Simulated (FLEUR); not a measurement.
# PbSe (Clausthalite) (Fm-3m) in FLEUR: notebook

The runs below take PbSe (Clausthalite) through single point, with PBE.

Everything below comes from runs of FLEUR MaX-R8.1 (later development tree). Logs are shortened: lines on timing, memory, paths and dates and some standing lists are left out, and cuts for length are marked.

**Experimental background.**

From a printed reference work, monograph, for a bulk crystal of PbSe at 4.2 K: band gap 0.15 eV (direct).

The runs below are set against these values where they give the same quantity.

## Step 1: The crystal as given

The structure is cubic, space group Fm-3m (No. 225). Conventional cell: a = 6.121 Å, b = 6.121 Å, c = 6.121 Å, α = 90.00°, β = 90.00°, γ = 90.00°. Around Pb (site symmetry m-3m) lie 6 Se at 3.06 Å. Se (site symmetry m-3m) has 6 Pb at 3.06 Å as nearest neighbours.

## Step 2: Single point, PBE

inp.xml reads:

```xml
<?xml version="1.0" encoding="UTF-8" standalone="no"?>
<fleurInput fleurInputVersion="0.39">
   <comment>
      PbSe                                                                                                
   </comment>
   <calculationSetup>
      <cutoffs Kmax="4.1" Gmax="12.7" GmaxXC="12.7" numbands="0"/>
      <scfLoop itmax="60" minDistance="0.00001" maxIterBroyd="15" imix="Anderson" alpha="0.05" precondParam="0.0" spinf="2.0" sdNocoIR="T"/>
      <coreElectrons ctail="T" frcor="F" kcrel="0" coretail_lmax="0"/>
      <xcFunctional name="pbe" relativisticCorrections="F"/>
      <magnetism jspins="1"/>
      <soc l_soc="F" theta="0.0" phi="0.0" spav="F"/>
      <expertModes spex="0" secvar="F"/>
      <geometryOptimization l_f="T" forcealpha="1.0" forcemix="BFGS" epsdisp="0.0005" epsforce="0.0002"/>
      <ldaU l_linMix="F" mixParam="0.05" spinf="1.0"/>
   </calculationSetup>
   <cell>
      <bzIntegration valenceElectrons="36.0" mode="hist" fermiSmearingEnergy="0.00183747">
         <kPointListSelection listName="default-1"/>
         <!-- k-points included here -->
         <xi:include xmlns:xi="http://www.w3.org/2001/XInclude" href="kpts.xml"> </xi:include>
      </bzIntegration>
      <!-- symmetry operations included here -->
      <xi:include xmlns:xi="http://www.w3.org/2001/XInclude" href="sym.xml"> </xi:include>
      <bulkLattice scale="1.0">
         <bravaisMatrix>
            <row-1>    0.0000000000000000     5.7837902632569893     5.7837902632569893</row-1>
            <row-2>    5.7837902632569893     0.0000000000000000     5.7837902632569893</row-2>
            <row-3>    5.7837902632569893     5.7837902632569893     0.0000000000000000</row-3>
         </bravaisMatrix>
      </bulkLattice>
   </cell>
   <atomSpecies>
      <species name="Lead (Pb)" element="Pb" atomicNumber="82">
         <mtSphere radius="2.66" gridPoints="879" logIncrement="0.015"/>
         <atomicCutoffs lmax="11" lnonsphr="8"/>
         <electronConfig flipSpins="F">
            <coreConfig>(1s1/2) (2s1/2) (2p1/2) (2p3/2) (3s1/2) (3p1/2) (3p3/2) (4s1/2) (3d3/2) (3d5/2) (4p1/2) (4p3/2) (4d3/2) (4d5/2) (4f5/2) (4f7/2) (5s1/2)</coreConfig>
            <valenceConfig>(5p1/2) (5p3/2) (6s1/2) (5d3/2) (5d5/2) (6p1/2) (6p3/2)</valenceConfig>
            <stateOccupation state="(6p1/2)" spinUp="0.333333" spinDown="0.333333"/>
            <stateOccupation state="(6p3/2)" spinUp="0.666667" spinDown="0.666667"/>
         </electronConfig>
         <energyParameters s="6" p="6" d="5" f="5"/>
         <lo type="SCLO" l="1" n="5" eDeriv="0"/>
         <lo type="SCLO" l="1" n="5" eDeriv="1"/>
         <lo type="SCLO" l="0" n="6" eDeriv="2"/>
         <lo type="SCLO" l="2" n="5" eDeriv="2"/>
         <lo type="SCLO" l="3" n="5" eDeriv="2"/>
      </species>
      <species name="Selenium (Se)" element="Se" atomicNumber="34">
         <mtSphere radius="2.39" gridPoints="813" logIncrement="0.015"/>
         <atomicCutoffs lmax="10" lnonsphr="8"/>
         <electronConfig flipSpins="F">
            <coreConfig>(1s1/2) (2s1/2) (2p1/2) (2p3/2) (3s1/2) (3p1/2) (3p3/2)</coreConfig>
            <valenceConfig>(3d3/2) (3d5/2) (4s1/2) (4p1/2) (4p3/2)</valenceConfig>
            <stateOccupation state="(4p1/2)" spinUp="0.666667" spinDown="0.666667"/>
            <stateOccupation state="(4p3/2)" spinUp="1.333333" spinDown="1.333333"/>
         </electronConfig>
         <energyParameters s="4" p="4" d="4" f="4"/>
         <lo type="SCLO" l="2" n="3" eDeriv="0"/>
         <lo type="SCLO" l="0" n="4" eDeriv="2"/>
         <lo type="SCLO" l="1" n="4" eDeriv="2"/>
         <lo type="SCLO" l="3" n="4" eDeriv="2"/>
      </species>
   </atomSpecies>
   <atomGroups>
      <atomGroup species="Lead (Pb)">
         <relPos label="                   1">.0000000000 .0000000000 .0000000000</relPos>
         <force calculate="T" relaxXYZ="TTT"/>
      </atomGroup>
      <atomGroup species="Selenium (Se)">
         <relPos label="                   2">1.000/2.000 1.000/2.000 1.000/2.000</relPos>
         <force calculate="T" relaxXYZ="TTT"/>
      </atomGroup>
   </atomGroups>
   <output dos="F" band="F" slice="F">
      <checks vchk="F" cdinf="F"/>
      <bandDOS minEnergy="-.5*Htr" maxEnergy="0.5*Htr" sigma="0.015" storeEVData="T"/>
      <vacuumDOS vacdos="F" integ="F" star="F" nstars="0" locx1="0.0" locy1="0.0" locx2="0.0" locy2="0.0" nstm="0" tworkf="0.0"/>
      <unfoldingBand unfoldBand="F" supercellX="1" supercellY="1" supercellZ="1"/>
      <plotting iplot="0" polar="F">
         <plot TwoD="T" vec1="  1.0  0.0  0.0" vec2="  0.0  1.0  0.0" vec3="  0.0  0.0  1.0" zero="  0.0  0.0  0.0" file="plot"/>
      </plotting>
      <chargeDensitySlicing numkpt="0" minEigenval="0.0" maxEigenval="0.0" nnne="0" pallst="F"/>
      <specialOutput eonly="F"/>
      <moessbauerParams electricFieldGradient="T" isomerShift="T" coreHyperfine="T" valenceHyperfine="T"/>
      <magneticCircularDichroism mcd="F" energyLo="-10.0" energyUp="0.0"/>
   </output>
  <!-- We include the file relax.xml here to enable relaxations (see documentation) -->
  <xi:include xmlns:xi="http://www.w3.org/2001/XInclude" href="relax.xml"> <xi:fallback/> </xi:include>
</fleurInput>
```

crystal.txt reads:

```
PbSe
&input cartesian=F /
0.0000000000  3.0606500000  3.0606500000
3.0606500000  0.0000000000  3.0606500000
3.0606500000  3.0606500000  0.0000000000
1.8897261246
1.0 1.0 1.0

2
82 0.0000000000  0.0000000000  0.0000000000
34 0.5000000000  0.5000000000  0.5000000000

&kpt div1=8 div2=8 div3=8 gamma=T /
```

Potentials or basis: all-electron, FLAPW.

On the command line:

```
$ inpgen -f crystal.txt -profile fastHighL
$ # inp.xml edited to the form shown
$ fleur_MPI
```

What it wrote:

```text
Welcome to FLEUR        (www.flapw.de)
      MaX-Release 8.1          (www.max-centre.eu)

 ========== k-point set info ==========
 Selected k-point list: default-1
 k-point list type: mesh
 8 x 8 x 8
 Number of k points: 29

 ------------Calculation Setup---------------------------
 Number of MPI-tasks      :            1
 Number of PE/node        :            1
 Number of OMP-threads    :            1
 Most efficient MPI parallelization for:
           1          29
 Additional eigenvalue parallelization possible
 Number of basis functions:          534
 Approximate size of matrices (H+S) per k-point:         0.004 GB
 --------------------------------------------------------
 Iteration:     1   Distance:       9.16283479 me/bohr^3
 Iteration:     2   Distance:       8.46108787 me/bohr^3
 Iteration:     3   Distance:       4.28448744 me/bohr^3
 Iteration:     4   Distance:       1.75079116 me/bohr^3
 Iteration:     5   Distance:       1.00770102 me/bohr^3
 Iteration:     6   Distance:       0.10219492 me/bohr^3
 Iteration:     7   Distance:       0.09519607 me/bohr^3
 Iteration:     8   Distance:       0.01864899 me/bohr^3
 Iteration:     9   Distance:       0.00835046 me/bohr^3
 Iteration:    10   Distance:       0.00673838 me/bohr^3
 Iteration:    11   Distance:       0.00139089 me/bohr^3
 Iteration:    12   Distance:       0.00024794 me/bohr^3
 Iteration:    13   Distance:       0.00018779 me/bohr^3
 Iteration:    14   Distance:       0.00001854 me/bohr^3
 Iteration:    15   Distance:       0.00000556 me/bohr^3

 ********************************************************************
 Run finished successfully
 Stop message:
   Structural relaxation: Done
 ********************************************************************
```

out.xml (last iteration):

```text
<iteration numberForCurrentRun="   16" overallNumber="   16">
         <energyParameters units="Htr">
            <atomicEP atomType="1" spin="1" branch="6s" branchLowest="-4.90" branchHighest="0.54" value="-0.0826154952"/>
            <atomicEP atomType="1" spin="1" branch="6p" branchLowest="-2.75" branchHighest="1.38" value="0.2017184659"/>
            <atomicEP atomType="1" spin="1" branch="5d" branchLowest="-14.35" branchHighest="-0.32" value="-0.3518166315"/>
            <atomicEP atomType="1" spin="1" branch="5f" branchLowest="-4.49" branchHighest="1.84" value="0.5417792978"/>
            <loAtomicEP atomType="1" spin="1" branch="5p" branchLowest="-23.28" branchHighest="-2.75" value="-2.8202754168"/>
            <loAtomicEP atomType="1" spin="1" branch="5p" branchLowest="-23.28" branchHighest="-2.75" value="-2.8202754168"/>
            <loAtomicEP atomType="1" spin="1" branch="6s" branchLowest="-4.90" branchHighest="0.54" value="-0.0826154952"/>
            <loAtomicEP atomType="1" spin="1" branch="5d" branchLowest="-14.35" branchHighest="-0.32" value="-0.3833497212"/>
            <loAtomicEP atomType="1" spin="1" branch="5f" branchLowest="-4.49" branchHighest="1.84" value="0.5417660594"/>
            <atomicEP atomType="2" spin="1" branch="4s" branchLowest="-7.39" branchHighest="0.25" value="-0.2355896687"/>
            <atomicEP atomType="2" spin="1" branch="4p" branchLowest="-5.17" branchHighest="0.90" value="0.1102701233"/>
            <atomicEP atomType="2" spin="1" branch="4d" branchLowest="-1.50" branchHighest="2.04" value="0.3858083161"/>
            <atomicEP atomType="2" spin="1" branch="4f" branchLowest="-9.99" branchHighest="2.97" value="0.5538248929"/>
            <loAtomicEP atomType="2" spin="1" branch="3d" branchLowest="-9.99" branchHighest="-1.50" value="-1.4998248741"/>
            <loAtomicEP atomType="2" spin="1" branch="4s" branchLowest="-7.39" branchHighest="0.25" value="-0.2355896687"/>
            <loAtomicEP atomType="2" spin="1" branch="4p" branchLowest="-5.17" branchHighest="0.90" value="0.1071313527"/>
            <loAtomicEP atomType="2" spin="1" branch="4f" branchLowest="-9.99" branchHighest="2.97" value="0.5538269334"/>
         </energyParameters>
         <eigenvalues>
            <eigenvaluesAt spin="1" ikpt="1" k_x="0.00000000" k_y="0.00000000" k_z="0.00000000">
                      -2.7553337257       -2.7553337257       -2.7553337257       -1.5019207773       -1.5019207773
                      -1.5018352940       -1.5018352940       -1.5018352940       -0.3873423898       -0.3873423898
                      -0.3873423898       -0.3871980649       -0.3871980649       -0.2681450786       -0.0000251773
                       0.1624360789        0.1624360789        0.1624360789        0.4049345942        0.4049345942
                       0.4049345942        0.4713187670        0.4713187670        0.4713187670        0.5317841308
                       0.5393453563        0.5629929567        0.5629929567
            </eigenvaluesAt>
            <eigenvaluesAt spin="1" ikpt="2" k_x="0.00000000" k_y="0.00000000" k_z="0.12500000">
                      -2.7553340502       -2.7553336328       -2.7553336328       -1.5019171537       -1.5019171537
                      -1.5018314944       -1.5018294833       -1.5018294833       -0.3873670177       -0.3873670177
                      -0.3873215698       -0.3871267190       -0.3871267190       -0.2637973214       -0.0145398193
                       0.1639446366        0.1639446366        0.1726309861        0.3658064361        0.3800701082
                       0.3800701082        0.4646361285        0.4839558906        0.4839558906        0.5731470355
                       0.5878227576        0.5970152480        0.5970152480
            </eigenvaluesAt>
            <eigenvaluesAt spin="1" ikpt="3" k_x="0.00000000" k_y="0.00000000" k_z="0.25000000">
                      -2.7553348063       -2.7553337521       -2.7553337521       -1.5019173222       -1.5019173222
                      -1.5018312066       -1.5018301280       -1.5018301280       -0.3876768782       -0.3876768782
                      -0.3872777473       -0.3867112126       -0.3867112126       -0.2518607997       -0.0465640254
                       0.1683485419        0.1683485419        0.1931017394        0.3111036587        0.3387785452
                       0.3387785452        0.4716912770        0.5157768084        0.5157768084        0.6436203742
                       0.6701370167        0.6701370167        0.6840295843
[... 49 lines left out ...]
         <allElectronCharges>
            <spinDependentCharge spin="1" total="116.0000000" interstitial="3.6420046" mtSpheres="112.3579954"/>
            <totalCharge value="115.9999999972"/>
         </allElectronCharges>
         <moessbauerParams unitsHFF="kG" unitsIS="e/bohr^3" unitsEFG="Htr/bohr^2">
            <coreIsomerShift atomType="1" isTotal="2990758.70200">
               <shell n="1" l="0" isomerShift="2456519.37195"/>
               <shell n="2" l="0" isomerShift="379129.92866"/>
               <shell n="2" l="1" isomerShift="30103.49118"/>
               <shell n="3" l="0" isomerShift="87671.85987"/>
               <shell n="3" l="1" isomerShift="7816.61132"/>
               <shell n="4" l="0" isomerShift="22673.58917"/>
               <shell n="3" l="2" isomerShift="0.00328"/>
               <shell n="4" l="1" isomerShift="1997.28024"/>
               <shell n="4" l="2" isomerShift="0.00091"/>
               <shell n="4" l="3" isomerShift="0.00000"/>
               <shell n="5" l="0" isomerShift="4846.56543"/>
            </coreIsomerShift>
            <coreIsomerShift atomType="2" isTotal="39978.15005">
               <shell n="1" l="0" isomerShift="35696.07472"/>
               <shell n="2" l="0" isomerShift="3660.63438"/>
               <shell n="2" l="1" isomerShift="36.86596"/>
               <shell n="3" l="0" isomerShift="578.69403"/>
               <shell n="3" l="1" isomerShift="5.88097"/>
            </coreIsomerShift>
            <isomerShift atomType="1" nucleusRadius="0.0001398" averageDensity="2991356.54411"/>
            <isomerShift atomType="2" nucleusRadius="0.0001013" averageDensity="40033.84277"/>
            <electricFieldGradient atomType="1" VXX="0.00000" VYY="0.00000" VZZ="0.00000" asymParam="0.00000">
            </electricFieldGradient>
            <electricFieldGradient atomType="2" VXX="0.00000" VYY="0.00000" VZZ="0.00000" asymParam="0.00000">
            </electricFieldGradient>
         </moessbauerParams>
         <totalEnergy                                    value="   -23358.5544468773" units="Htr">
            <sumOfEigenvalues                            value="   -14349.7034701186">
               <coreElectrons value="-14314.5613637470"/>
               <valenceElectrons value="-35.1421063717"/>
            </sumOfEigenvalues>
            <densityCoulombPotentialIntegral value="-40579.1443119449"/>
            <densityEffectivePotentialIntegral value="-41204.6002161942"/>
            <chargeDenXCDenIntegral value="-478.3679887364"/>
            <FockExchangeEnergyValence value="0.0000000000"/>
            <FockExchangeEnergyCore value="0.0000000000"/>
            <atomTypeDependentContributions atomType="1">
               <electronNucleiInteractionDifferentMTs value="26464.1790665221"/>
               <MadelungTerm value="-39.9299072598"/>
            </atomTypeDependentContributions>
            <atomTypeDependentContributions atomType="2">
               <electronNucleiInteractionDifferentMTs value="2926.2919945172"/>
               <MadelungTerm value="-15.1100799449"/>
            </atomTypeDependentContributions>
            <tkbTimesEntropy value="0.0000117172"/>
            <freeEnergy value="-23358.5544585945"/>
            <extrapolationTo0K value="-23358.5544527359"/>
         </totalEnergy>
         <totalForcesOnRepresentativeAtoms units="Htr/bohr">
            <forceTotal atomType="1" x="0.000000" y="0.000000" z="0.000000" F_x="0.00000000" F_y="0.00000000" F_z="0.00000000"/>
            <forceTotal atomType="2" x="5.783790" y="5.783790" z="5.783790" F_x="0.00000000" F_y="0.00000000" F_z="0.00000000"/>
         </totalForcesOnRepresentativeAtoms>
      </iteration>
```

It took 77 s on 1 thread of Arm Neoverse V1, shared host; peak memory 0.07 GiB.

What came out:

```
Free energy                                           : -635618.6475 eV
Band gap on the k mesh                                : 0.29 eV, direct
Valence electrons inside the program's atomic spheres : Pb 17.92; Se 14.44 (radii Pb 2.66, Se 2.39 bohr)
```

Levels at points of the mesh, in eV from the valence-band top:
| k point | band 14 | band 15 | band 16 | band 17 | band 18 | band 19 | band 20 | band 21 | band 22 | band 23 |
| --- | --- | --- | --- | --- | --- | --- | --- | --- | --- | --- |
| (0.00, 0.00, 0.00) | -13.60 | -6.30 | -1.88 | -1.88 | -1.88 | 4.71 | 4.71 | 4.71 | 6.52 | 6.52 |
| (0.00, 0.00, 0.50) | -12.53 | -8.80 | -1.48 | -1.48 | 0.00 | 0.29 | 1.70 | 1.70 | 8.55 | 10.17 |
| (0.00, 0.50, 0.50) | -12.16 | -7.38 | -4.99 | -3.24 | -3.24 | 3.69 | 5.61 | 5.61 | 6.05 | 11.35 |

Core levels (eV from the Fermi level):
```csv
atom,levels
1 Pb,"1s1/2 -87979.0, 2s1/2 -15719.0, 2p1/2 -15093.1, 2p3/2 -12903.1, 3s1/2 -3770.0, 3p1/2 -3488.1, 3p3/2 -2999.4, 4s1/2 -850.6, 3d3/2 -2536.9, 3d5/2 -2433.0, 4p1/2 -728.6, 4p3/2 -609.0, 4d3/2 -410.6, 4d5/2 -388.3, 4f5/2 -131.5, 4f7/2 -126.4, 5s1/2 -139.7"
2 Se,"1s1/2 -12495.2, 2s1/2 -1600.6, 2p1/2 -1435.3, 2p3/2 -1393.5, 3s1/2 -207.6, 3p1/2 -151.1, 3p3/2 -145.2"
```

Caveat: spin-orbit coupling is left out, which as a rule narrows the gap of such compounds by several tenths of an eV.

## Step 3: Single point, PBE (atoms moved at random, drawn with an rms of 0.05 Å)

inp.xml, as its differences from that of step 2:

```diff
@@ -50,3 +50,3 @@
       <species name="Selenium (Se)" element="Se" atomicNumber="34">
-         <mtSphere radius="2.39" gridPoints="813" logIncrement="0.015"/>
+         <mtSphere radius="2.39" gridPoints="807" logIncrement="0.015"/>
          <atomicCutoffs lmax="10" lnonsphr="8"/>
@@ -67,3 +67,3 @@
       <atomGroup species="Lead (Pb)">
-         <relPos label="                   1">.0000000000 .0000000000 .0000000000</relPos>
+         <relPos label="                   1">-.0022480000 -.0031650000 -.0006020000</relPos>
          <force calculate="T" relaxXYZ="TTT"/>
@@ -71,3 +71,3 @@
       <atomGroup species="Selenium (Se)">
-         <relPos label="                   2">1.000/2.000 1.000/2.000 1.000/2.000</relPos>
+         <relPos label="                   2">-.4969120000 .4999950000 .4926990000</relPos>
          <force calculate="T" relaxXYZ="TTT"/>
```

crystal.txt, as its differences from that of step 2:

```diff
@@ -9,4 +9,4 @@
 2
-82 0.0000000000  0.0000000000  0.0000000000
-34 0.5000000000  0.5000000000  0.5000000000
+82 -0.0022480000  -0.0031650000  -0.0006020000
+34 0.5030880000  0.4999950000  0.4926990000
```

Potentials or basis: all-electron, FLAPW.

On the command line:

```
$ inpgen -f crystal.txt -profile fastHighL
$ # inp.xml edited to the form shown
$ fleur_MPI
```

Run time: 28 min. Hardware: 1 thread of Arm Neoverse V1, shared host; peak memory 0.29 GiB.

It converged, with:

- Free energy: -635618.6473 eV
- Largest force: 0.017 eV/Å
- Band gap on the k mesh: 0.29 eV, direct
- Valence electrons inside the program's atomic spheres: Pb 17.92; Se 14.44 (radii Pb 2.66, Se 2.39 bohr)

Forces on the atoms (eV/Å):
```
Pb  -0.006 -0.002  0.015
Se   0.007  0.003 -0.016
```

Levels at points of the mesh, in eV from the valence-band top:
```
           k point  band 16  band 17  band 18  band 19  band 20  band 21
(0.00, 0.00, 0.00)    -1.88    -1.88    -1.88     4.71     4.71     4.72
(0.00, 0.00, 0.50)    -1.48    -1.47    -0.01     0.30     1.70     1.70
(0.00, 0.50, 0.00)    -1.48    -1.48     0.00     0.30     1.70     1.70
(0.00, 0.50, 0.50)    -4.99    -3.24    -3.24     3.69     5.62     5.62
(0.50, 0.00, 0.00)    -1.48    -1.48    -0.01     0.30     1.70     1.70
(0.50, 0.00, 0.50)    -4.99    -3.24    -3.24     3.69     5.62     5.62
(0.50, 0.50, 0.00)    -4.98    -3.24    -3.24     3.69     5.61     5.62
(0.50, 0.50, 0.50)    -1.48    -1.48     0.00     0.29     1.70     1.70
```

Core levels (eV from the Fermi level):
| atom | levels |
| --- | --- |
| 1 Pb | 1s1/2 -87979.0, 2s1/2 -15719.0, 2p1/2 -15093.1, 2p3/2 -12903.1, 3s1/2 -3770.0, 3p1/2 -3488.1, 3p3/2 -2999.4, 4s1/2 -850.6, 3d3/2 -2536.9, 3d5/2 -2433.0, 4p1/2 -728.6, 4p3/2 -609.0, 4d3/2 -410.6, 4d5/2 -388.3, 4f5/2 -131.5, 4f7/2 -126.4, 5s1/2 -139.7 |
| 2 Se | 1s1/2 -12495.2, 2s1/2 -1600.6, 2p1/2 -1435.3, 2p3/2 -1393.5, 3s1/2 -207.6, 3p1/2 -151.1, 3p3/2 -145.2 |

Caveat: spin-orbit coupling is left out, which as a rule narrows the gap of such compounds by several tenths of an eV.

## Step 4: Comparison with measurements

Step 2. Measured gap of PbSe: 0.15 eV (direct; 4.2 K; a printed reference work, monograph). This calculation gives 0.29 eV (+0.14 eV). 2 values of this kind are on record (0.15 to 0.28 eV); this one was drawn at random. Spin-orbit coupling on Pb, Se is left out. The value is that of PBE on a finite k mesh, which can miss the band edges, without temperature or zero-point motion.
